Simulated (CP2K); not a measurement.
Wanted: the native input for a CP2K 2026.2 run.

```yaml
Task: band structure
Functional: LDA
Potentials_or_basis: POTENTIAL_UZH Sb GTH-PBE-q5; TZVP-MOLOPT-PBE-GTH basis
Density_cutoff: 9184 eV
k_mesh: 8 × 8 × 8
Occupations: fermi-dirac, width 0.05 eV
Spin: no spin polarisation
SCF_solver: diagonalisation with k points
Quickstep_method: GPW
EPS_DEFAULT: 1.0E-10
EPS_SCF: 1.0E-6
MAX_SCF: 100
SCF_GUESS: ATOMIC
k_points_reduced_by_the_point_group: yes
Mesh_centred_on_Gamma: yes
CHOLESKY: OFF
EPS_EIGVAL: 1.0E-7
MIXING_METHOD: BROYDEN_MIXING
MIXING_ALPHA: 0.4
NBUFFER: 8
NGRIDS: 5
Basis_sets: Sb TZVP-MOLOPT-PBE-GTH-q5
Potentials: Sb GTH-PBE-q5 of POTENTIAL_UZH
ADDED_MOS: "[10]"
Points_a_segment_of_the_path_NPOINTS: 10
Bands_added_on_the_path: 4
REL_CUTOFF_Ry: 60 Ry
MIXING_BETA_1/bohr: 1.5 1/bohr
CUTOFF_of_the_grids: 675 Ry
```

Sb:

```
CELL_PARAMETERS angstrom
4.50666 0.00000 0.00000
2.44723 3.78432 0.00000
2.44723 1.33179 3.54223
ATOMIC_POSITIONS crystal
Sb 0.76651 0.76651 0.76651
Sb 0.23349 0.23349 0.23349
```

One way to write it, as run:

sb_bands.inp

```
&GLOBAL
  PROJECT sb_bands
  RUN_TYPE ENERGY_FORCE
  PRINT_LEVEL LOW
&END GLOBAL
&FORCE_EVAL
  METHOD QS
  STRESS_TENSOR ANALYTICAL
  &DFT
    BASIS_SET_FILE_NAME BASIS_MOLOPT_UZH
    POTENTIAL_FILE_NAME POTENTIAL_UZH
    &MGRID
      CUTOFF 675
      REL_CUTOFF 60
      NGRIDS 5
    &END MGRID
    &QS
      METHOD GPW
      EPS_DEFAULT 1.0E-10
    &END QS
    &KPOINTS
      SCHEME MONKHORST-PACK 8 8 8
      GAMMA_CENTERED T
      SYMMETRY T
      SYMMETRY_BACKEND SPGLIB
    &END KPOINTS
    &SCF
      SCF_GUESS ATOMIC
      EPS_SCF 1.0E-6
      MAX_SCF 100
      ADDED_MOS 10
      CHOLESKY OFF
      EPS_EIGVAL 1.0E-7
      &DIAGONALIZATION ON
        ALGORITHM STANDARD
      &END DIAGONALIZATION
      &MIXING ON
        METHOD BROYDEN_MIXING
        ALPHA 0.4
        BETA 1.5
        NBUFFER 8
      &END MIXING
      &SMEAR ON
        METHOD FERMI_DIRAC
        ELECTRONIC_TEMPERATURE 580.23
      &END SMEAR
    &END SCF
    &XC
      &XC_FUNCTIONAL
        &LDA_X
        &END LDA_X
        &LDA_C_PW
        &END LDA_C_PW
      &END XC_FUNCTIONAL
    &END XC
    &PRINT
      &KPOINTS ON
      &END KPOINTS
      &MULLIKEN ON
      &END MULLIKEN
      &MO ON
        ENERGIES T
        OCCUPATION_NUMBERS T
        &EACH
          QS_SCF 0
        &END EACH
        ADD_LAST NUMERIC
      &END MO
      &BAND_STRUCTURE
        FILE_NAME bands.bs
        ADDED_MOS 4
        &KPOINT_SET
          UNITS B_VECTOR
          NPOINTS 10
          SPECIAL_POINT GAMMA 0.00000000 0.00000000 0.00000000
          SPECIAL_POINT L 0.50000000 0.00000000 0.00000000
          SPECIAL_POINT B1 0.50000000 0.23968736 -0.23968736
        &END KPOINT_SET
        &KPOINT_SET
          UNITS B_VECTOR
          NPOINTS 10
          SPECIAL_POINT B 0.76031264 0.50000000 0.23968736
          SPECIAL_POINT Z 0.50000000 0.50000000 0.50000000
          SPECIAL_POINT GAMMA 0.00000000 0.00000000 0.00000000
          SPECIAL_POINT X 0.36984368 0.00000000 -0.36984368
        &END KPOINT_SET
        &KPOINT_SET
          UNITS B_VECTOR
          NPOINTS 10
          SPECIAL_POINT Q 0.63015632 0.36984368 0.00000000
          SPECIAL_POINT F 0.50000000 0.50000000 0.00000000
          SPECIAL_POINT P1 0.63015632 0.63015632 0.23968736
          SPECIAL_POINT Z 0.50000000 0.50000000 0.50000000
        &END KPOINT_SET
        &KPOINT_SET
          UNITS B_VECTOR
          NPOINTS 10
          SPECIAL_POINT L 0.50000000 0.00000000 0.00000000
          SPECIAL_POINT P 0.76031264 0.36984368 0.36984368
        &END KPOINT_SET
      &END BAND_STRUCTURE
    &END PRINT
  &END DFT
  &SUBSYS
    &CELL
      A 4.5066618304 0.0000000000 0.0000000000
      B 2.4472316736 3.7843173743 0.0000000000
      C 2.4472316736 1.3317864784 3.5422313258
      PERIODIC XYZ
    &END CELL
    &COORD
      SCALED
      Sb  0.7665100000 0.7665100000 0.7665100000
      Sb  0.2334900000 0.2334900000 0.2334900000
    &END COORD
    &KIND Sb
      BASIS_SET TZVP-MOLOPT-PBE-GTH-q5
      POTENTIAL GTH-PBE-q5
    &END KIND
    &PRINT
      &ATOMIC_COORDINATES ON
      &END ATOMIC_COORDINATES
      &CELL ON
      &END CELL
    &END PRINT
  &END SUBSYS
  &PRINT
    &FORCES ON
    &END FORCES
    &STRESS_TENSOR ON
    &END STRESS_TENSOR
  &END PRINT
&END FORCE_EVAL
```

Potentials or basis: POTENTIAL_UZH Sb GTH-PBE-q5; TZVP-MOLOPT-PBE-GTH basis.

Launch:

```sh
$ OMP_NUM_THREADS=1 cp2k.psmp -i sb_bands.inp -o sb_bands.out
```

Results of the run:

- Pressure: 2.6 GPa
- Largest force: 0.335 eV/Å
- Band gap on the k mesh: none (metal or under the smearing width)

Caveat: the potentials were made for another functional, which shifts forces and pressure; spin-orbit coupling is left out, which moves the levels of the heavy elements; the basis of atomic orbitals isn't converged, which shifts pressures, moduli and gaps.

Run time: 17 s on 1 thread of Arm Neoverse V1, on a shared host, peak memory 0.36 GiB.
